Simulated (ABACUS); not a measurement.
Cs:

```xyz
1
Lattice="-3.1285 3.1285 3.1285 3.1285 -3.1285 3.1285 3.1285 3.1285 -3.1285" Properties=species:S:1:pos:R:3 pbc="T T T"
Cs    0.0000    0.0000    0.0000
```

| Quantity | Value |
| --- | --- |
| Program | ABACUS 3.10.1 |
| Task | relaxation of cell and atoms |
| Functional | WC |
| Potentials or basis | Ansatz NC PBE |
| Cutoff | 680 eV |
| Density cutoff | 2721 eV |
| Basis | plane waves |
| k mesh | 5 × 5 × 5 |
| Occupations | fermi-dirac, width 0.05 eV |
| Spin | no spin polarisation |

At the start: pressure -0.2 GPa; volume 122.48 Å³/atom.

Q: Where does the relaxation end?

A: Over 3 steps the energy falls by 6.9 meV/atom and the volume is 112.94 Å³/atom (-7.8 %); space group Im-3m (No. 229, to 0.05 Å).

Step by step:
```tsv
step	energy change (eV)	largest force (eV/Å)	pressure (GPa)	volume (Å³)
1	0.0000	0.0000	-0.17	122.48
2	-0.0024	0.0000	-0.15	120.04
3	-0.0069	0.0000	-0.05	112.94
```

Final structure:
```
Cs
1.0
    -3.04502    3.04502    3.04502
     3.04502   -3.04502    3.04502
     3.04502    3.04502   -3.04502
Cs
1
Cartesian
  0.0000 0.0000 0.0000
```

Caveat: the potentials were made for another functional, which shifts forces and pressure.
